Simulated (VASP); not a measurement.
# TiSe2 (P-3m1) in VASP: notebook

Aim: see how the results for TiSe2 move with the level of theory and the settings. Levels: PBE, LDA. Tasks: relaxation of cell and atoms.

The COD entry that gives the cell may itself be a prediction, so a difference from it is no test against experiment.

All numbers are computed with VASP 6.6.1; they aren't measurements. Logs are shortened: lines on timing, memory, paths and dates and some standing lists are left out, and cuts for length are marked.

## 1. The structure

The structure is trigonal, space group P-3m1 (No. 164). Conventional cell: a = 3.524 Å, b = 3.524 Å, c = 6.662 Å, α = 90.00°, β = 90.00°, γ = 120.00°. Around Ti (site symmetry -3m) lie 6 Se at 2.56 Å. Around Se (site symmetry 3m) lie 3 Ti at 2.56 Å.

## 2. Relaxation of cell and atoms, PBE

INCAR

```
PREC     = Accurate       # precision mode
ENCUT    = 300            # plane-wave cutoff, eV
EDIFF    = 1E-7           # SCF threshold, eV
ISMEAR   = 1              # smearing method
SIGMA    = 0.1            # smearing width, eV
LREAL    = False          # projectors in reciprocal space
LASPH    = True           # aspherical terms in the spheres
NELM     = 80             # most SCF steps
ALGO     = Normal         # electronic algorithm
ISIF     = 3              # what is computed and relaxed
LWAVE    = False          # write WAVECAR
LCHARG   = False          # write CHGCAR
GGA      = PE             # functional
IBRION   = 2              # ionic algorithm
NSW      = 90             # ionic steps
EDIFFG   = -0.005         # ionic threshold
```

KPOINTS

```
regular mesh
0
Gamma
  6 6 3
```

POSCAR

```
TiSe2                                   
1.0
    3.5236625596      0.0000000000      0.0000000000
   -1.7618312798      3.0515812910      0.0000000000
    0.0000000000      0.0000000000      6.6621793540
  Ti              Se            
     1     2
Direct
     0.0000000000000000    0.0000000000000000    0.0000000000000000
     0.3333333332999970    0.6666666667000030    0.2331200017900130
     0.6666666667000030    0.3333333332999970    0.7668799982099871
```

Potentials or basis: VASP PAW PBE potentials, release 64 (Ti, Se).

Launch:

```bash
$ cat potpaw_PBE.64/Ti/POTCAR potpaw_PBE.64/Se/POTCAR > POTCAR
$ mpirun -np 1 vasp_std > vasp.out
```

OUTCAR:

```text
PREC = Accurate
   ENCUT = 300
   EDIFF = 1E-7
   ISMEAR = 1
   LREAL = False
   LASPH = True
   NELM = 80
   ISIF = 3
   GGA = PE
   IBRION = 2
   NSW = 90
   EDIFFG = -0.005

 ion  position               nearest neighbor table
   1  0.000  0.000  0.000-   2 2.56   3 2.56   3 2.56   2 2.56   3 2.56   2 2.56
   2  0.333  0.667  0.233-   1 2.56   1 2.56   1 2.56
   3  0.667  0.333  0.767-   1 2.56   1 2.56   1 2.56

  LATTYP: Found a hexagonal cell.
 ALAT       =     3.5236625596
 C/A-ratio  =     1.8906973189

  Lattice vectors:

 A1 = (   3.5236625596,   0.0000000000,   0.0000000000)
 A2 = (  -1.7618312798,   3.0515812910,   0.0000000000)
 A3 = (   0.0000000000,   0.0000000000,   6.6621793540)

Analysis of symmetry for initial positions (statically):
=====================================================================
 Subroutine PRICEL returns:
 Original cell was already a primitive cell.

 Routine SETGRP: Setting up the symmetry group for a
 hexagonal supercell.

 Subroutine GETGRP returns: Found 12 space group operations
 (whereof 12 operations were pure point group operations)
 out of a pool of 24 trial point group operations.

The static configuration has the point symmetry D_3d.

Analysis of symmetry for dynamics (positions and initial velocities):
=====================================================================
 Subroutine PRICEL returns:
 Original cell was already a primitive cell.

 Routine SETGRP: Setting up the symmetry group for a
 hexagonal supercell.

 Subroutine GETGRP returns: Found 12 space group operations
 (whereof 12 operations were pure point group operations)
 out of a pool of 24 trial point group operations.

The dynamic configuration has the point symmetry D_3d.

 Subroutine INISYM returns: Found 12 space group operations
 (whereof 12 operations are pure point group operations),
 and found     1 'primitive' translations

----------------------------------------------------------------------------------------

                                     Primitive cell

  volume of cell :      71.6367

  direct lattice vectors                    reciprocal lattice vectors
     3.523662560  0.000000000  0.000000000     0.283795620  0.163849477  0.000000000
    -1.761831280  3.051581291  0.000000000     0.000000000  0.327698955  0.000000000
     0.000000000  0.000000000  6.662179354     0.000000000  0.000000000  0.150101033

  length of vectors
     3.523662560  3.523662560  6.662179354     0.327698955  0.327698955  0.150101033

  position of ions in fractional coordinates (direct lattice)
     0.000000000  0.000000000  0.000000000
     0.333333333  0.666666667  0.233120002
     0.666666667  0.333333333  0.766879998

  ion indices of the primitive-cell ions
   primitive index   ion index
                 1           1
                 2           2
                 3           3

----------------------------------------------------------------------------------------

 KPOINTS: regular mesh

Automatic generation of k-mesh.
 Grid dimensions read from file:
 generate k-points for:    6    6    3

 Generating k-lattice:

  Cartesian coordinates                     Fractional coordinates (reciprocal lattice)
     0.047299270  0.027308246  0.000000000     0.166666667 -0.000000000  0.000000000
     0.000000000  0.054616492  0.000000000     0.000000000  0.166666667  0.000000000
     0.000000000  0.000000000  0.050033678     0.000000000  0.000000000  0.333333333

  Length of vectors
     0.054616492  0.054616492  0.050033678

  Shift w.r.t. Gamma in fractional coordinates (k-lattice)
     0.000000000  0.000000000  0.000000000

 Subroutine IBZKPT returns following result:
 ===========================================

 Found     17 irreducible k-points:

 Following reciprocal coordinates:
            Coordinates               Weight
  0.000000  0.000000  0.000000      1.000000
  0.166667  0.000000  0.000000      6.000000
  0.333333  0.000000  0.000000      6.000000
  0.500000  0.000000  0.000000      3.000000
  0.166667  0.166667  0.000000      6.000000
  0.333333  0.166667  0.000000     12.000000
[... 9 lines left out ...]
 -0.166667  0.500000  0.333333     12.000000
  0.333333  0.333333  0.333333      4.000000
   k-points           NKPTS =     17   k-points in BZ     NKDIM =     17   number of bands    NBANDS=     12
   number of dos      NEDOS =    301   number of ions     NIONS =      3
   total plane-waves  NPLWV =  16000
   dimension x,y,z NGX =    20 NGY =   20 NGZ =   40
   dimension x,y,z NGXF=    40 NGYF=   40 NGZF=   80
   ions per type =               1   2
   NGX,Y,Z   is equivalent  to a cutoff of   9.44,  9.44,  9.98 a.u.
   NGXF,Y,Z  is equivalent  to a cutoff of  18.87, 18.87, 19.96 a.u.
 SYSTEM =  unknown system
   PREC   = accura    normal or accurate (medium, high low for compatibility)
   ISTART =      0    job   : 0-new  1-cont  2-samecut
   ICHARG =      2    charge: 1-file 2-atom 10-const
   ISPIN  =      1    spin polarized calculation?
   LNONCOLLINEAR =      F non collinear calculations
   LSORBIT =      F    spin-orbit coupling
   LASPH  =      T    aspherical Exc in radial PAW
   ENCUT  =  300.0 eV  22.05 Ry    4.70 a.u.   4.98  4.98  9.41*2*pi/ulx,y,z
   NELM   =     80;   NELMIN=  2; NELMDL= -5     # of ELM steps
   EDIFF  = 0.1E-06   stopping-criterion for ELM
   LREAL  =      F    real-space projection
   EDIFFG = -.5E-02   stopping-criterion for IOM
   NSW    =     90    number of steps for IOM
   IBRION =      2    ionic relax: 0-MD 1-quasi-New 2-CG
   NFREE  =      1    steps in history (QN), initial steepest desc. (CG)
   ISIF   =      3    stress and relaxation
   ISYM   =      2    0-nonsym 1-usesym 2-fastsym
   POTIM  = 0.5000    time-step for ionic-motion
   TEBEG  =    0.0;   TEEND  =   0.0 temperature during run
   PSTRESS=    0.0 pullay stress
   NELECT =      16.0000    total number of electrons
   NUPDOWN=      -1.0000    fix difference up-down
   EMIN   =  10.00;   EMAX   =-10.00  energy-range for DOS
   EFERMI =   0.00;   METHOD = LEGACY
   ISMEAR =     1;   SIGMA  =   0.10  broadening in eV -4-tet -1-fermi 0-gaus
   EFERMI_NEDOS =   21; number of points for ismear=-14 and -15
   IALGO  =     38    algorithm
   IMIX   =      4    mixing-type and parameters
     AMIX     =   0.40;   BMIX     =  1.00
     AMIX_MAG =   1.60;   BMIX_MAG =  1.00
  volume/ion in A,a.u.               =      23.88       161.14
  Fermi-wavevector in a.u.,A,eV,Ry     =   0.993275  1.877018 13.423451  0.986596
  Thomas-Fermi vector in A             =   2.125146
   LORBIT       =      0    0 simple, 1 ext, 2 COOP (PROOUT), +10 PAW based schemes
   GGA     = PE    functional components
   LHFCALC =     F    Hartree Fock is set to
   AEXX    =    0.0000 exact exchange contribution
   IVDW    =     0    specifies the selected vdW correction
   LEPSILON=     F    determine dielectric tensor
   LRPA    =     F    only Hartree local field effects (RPA)
 conjugate gradient relaxation of ions
 non-spin polarized calculation
 Methfessel and Paxton  Order N= 1 SIGMA  =   0.10
  energy-cutoff  :      300.00
  volume of cell :       71.64
 maximum number of plane-waves:       861
   NGX =  9   NGY =  9   NGZ = 19

--------------------------------------- Ionic step        1  -------------------------------------------

 number of electron      16.0000003 magnetization

 Free energy of the ion-electron system (eV)
  ---------------------------------------------------
  ext. energy  EPLUGINS =         0.00000000
  ---------------------------------------------------
  free energy    TOTEN  =       -18.06104117 eV

  energy without entropy =      -18.06054367  energy(sigma->0) =      -18.06087534

------------------------ aborting loop because EDIFF is reached ----------------------------------------

  FORCE on cell =-STRESS in cart. coord.  units (eV):
  Direction    XX          YY          ZZ          XY          YZ          ZX
  --------------------------------------------------------------------------------------
  -------------------------------------------------------------------------------------
  Total        0.0088358      0.0088358      0.0501788      0.0000000     -0.0000000      0.0000000
  in kB        0.1976163      0.1976163      1.1222643      0.0000000     -0.0000000      0.0000000
  external PRESSURE =       0.5058323 kB  Pullay stress =       0.0000000 kB
[... 92 lines left out ...]
  FREE ENERGIE OF THE ION-ELECTRON SYSTEM (eV)
  ---------------------------------------------------
  free  energy   TOTEN  =       -18.0610543313 eV

  energy  without entropy=      -18.0605631430  energy(sigma->0) =      -18.06089060

[... ionic steps 4 to 12 ...]

--------------------------------------- Ionic step       13  -------------------------------------------

 number of electron      16.0000000 magnetization

------------------------ aborting loop because EDIFF is reached ----------------------------------------

  FORCE on cell =-STRESS in cart. coord.  units (eV):
  Direction    XX          YY          ZZ          XY          YZ          ZX
  --------------------------------------------------------------------------------------
  -------------------------------------------------------------------------------------
  Total       -0.0182512     -0.0182512     -0.0649054      0.0000000     -0.0000000      0.0000000
  in kB       -0.4037254     -0.4037254     -1.4357390      0.0000000     -0.0000000      0.0000000
  external PRESSURE =      -0.7477300 kB  Pullay stress =       0.0000000 kB
[... 59 lines left out ...]
  energy  without entropy=      -18.0608528153  energy(sigma->0) =      -18.06111991

--------------------------------------- Ionic step       15  -------------------------------------------

 number of electron      16.0000000 magnetization

 Free energy of the ion-electron system (eV)
  ---------------------------------------------------
  ext. energy  EPLUGINS =         0.00000000
  ---------------------------------------------------
  free energy    TOTEN  =       -18.06128344 eV

  energy without entropy =      -18.06088999  energy(sigma->0) =      -18.06115229

 E-fermi :   2.3640     XC(G=0):  -9.2023

 val. band max:        2.3118309858   @ k =   0.5000   0.0000   0.3333
 cond. band min:       2.4116610048   @ k =   0.5000   0.0000   0.0000
 fundamental gap:      0.0998300190
 Fermi energy:         2.3640041509

 k-point     1 :       0.0000    0.0000    0.0000
  band No.  band energies     occupation
      1     -11.2916      2.00000
      2     -10.2823      2.00000
      3      -2.4310      2.00000
      4       0.2576      2.00000
      5       0.2576      2.00000
      6       1.7853      2.00000
      7       2.8415     -0.00000
      8       2.8415     -0.00000
      9       2.9614     -0.00000
     10       2.9614     -0.00000
     11       2.9946     -0.00000
     12       5.8105      0.00000
[... 268 lines left out ...]
  FREE ENERGIE OF THE ION-ELECTRON SYSTEM (eV)
  ---------------------------------------------------
  free  energy   TOTEN  =       -18.0612834430 eV

  energy  without entropy=      -18.0608899861  energy(sigma->0) =      -18.06115229

 reached required accuracy - stopping structural energy minimisation
```

It took 58 s on 1 thread of Intel Xeon Platinum 8488C (Sapphire Rapids), shared host; peak memory 0.14 GiB.

What came out:

- Free energy: -18.0613 eV
- Relaxed volume: 24.19 Å³/atom
- Relaxed cell: a = 3.522 Å, b = 3.522 Å, c = 6.756 Å, α = 90.00°, β = 90.00°, γ = 120.00°
- Space group after relaxing (to 0.05 Å): P-3m1 (No. 164)
- Energy gained by relaxing: 0.1 meV/atom
- Ionic steps: 15
- Pressure after relaxing: 0.0 GPa
- Largest force after relaxing: 0.005 eV/Å
- Band gap on the k mesh: none (metal or under the smearing width)

Forces in eV/Å, atoms in the order of the input:
```
Ti   0.000  0.000  0.000
Se   0.000  0.000 -0.005
Se   0.000  0.000  0.005
```

Step by step:
```
step  energy change (eV)  largest force (eV/Å)  pressure (GPa)  volume (Å³)
   1              0.0000                0.0036            0.05        71.64
   2              0.0000                0.0138           -0.04        71.71
   3              0.0000                0.0073           -0.01        71.69
   4              0.0000                0.0086           -0.01        71.69
   5              0.0000                0.0089            0.00        71.70
   6              0.0000                0.0098            0.04        71.71
   7              0.0000                0.0104            0.03        71.73
   8             -0.0001                0.0116            0.02        71.78
   9             -0.0001                0.0145            0.00        71.90
  10             -0.0002                0.0198           -0.04        72.13
  11             -0.0002                0.0301           -0.12        72.60
  12             -0.0002                0.0256           -0.08        72.41
  13             -0.0002                0.0235           -0.07        72.43
  14             -0.0002                0.0174           -0.05        72.48
  15             -0.0002                0.0046            0.01        72.58
```

Final structure:
```
Ti Se
1.0
     3.52204    0.00000    0.00000
    -1.76102    3.05018    0.00000
     0.00000    0.00000    6.75615
Ti Se
1 2
Cartesian
  3.5220 0.0000 6.7561
  0.0000 2.0335 1.5549
  1.7610 1.0167 5.2013
```

Levels at points of the mesh, in eV from the Fermi level:
```tsv
k point	band 6	band 7	band 8	band 9	band 10	band 11
(0.00, 0.00, 0.00)	-0.58	0.48	0.48	0.60	0.60	0.63
(0.50, 0.00, 0.00)	-2.22	-2.15	-1.03	0.05	1.36	1.75
```

Caveat: this functional lacks dispersion, which binds the layers, so the pressure and a relaxed spacing across them are unreliable. Zero-point motion and thermal expansion aren't in these numbers.

[end of part 1 of 2]
